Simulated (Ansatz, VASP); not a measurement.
## Two plane-wave programs on P

```
P
1.0
     3.25406    0.00000    0.00000
    -1.62703    2.81809    0.00000
     0.00000    0.00000   28.00000
P
2
Direct
  0.33333 0.66667 0.52224
  0.66667 0.33333 0.47776
```

Alike in both runs: functional PBE; dispersion D3(BJ); k mesh 9 × 9 × 1; occupations gaussian, width 0.1 eV; no spin polarisation.

Ansatz relaxed the structure, and its values are those at the end. VASP's run is a single point on that final structure, the one shown.

```csv
,VASP,Ansatz
version,VASP 6.6.1,Ansatz 0.2.0
potentials or method,"VASP PAW PBE potentials, release 64 (P)","scalar-relativistic, plane waves, PAW"
plane-wave cutoff (eV),520,420
valence electrons in the cell,10,10
```

VASP gave:

* gap on the k mesh at the Fermi level (eV): 2.00
* least direct gap on the mesh (eV): 2.27
* rms of the force components (eV/Å): 0.053

Q: What did Ansatz give for the same quantities?

A: gap on the k mesh at the Fermi level (eV): 1.99; least direct gap on the mesh (eV): 2.23; rms of the force components (eV/Å): 0.000.

Expect the measured gap to be larger: semilocal functionals such as PBE lack the derivative discontinuity.
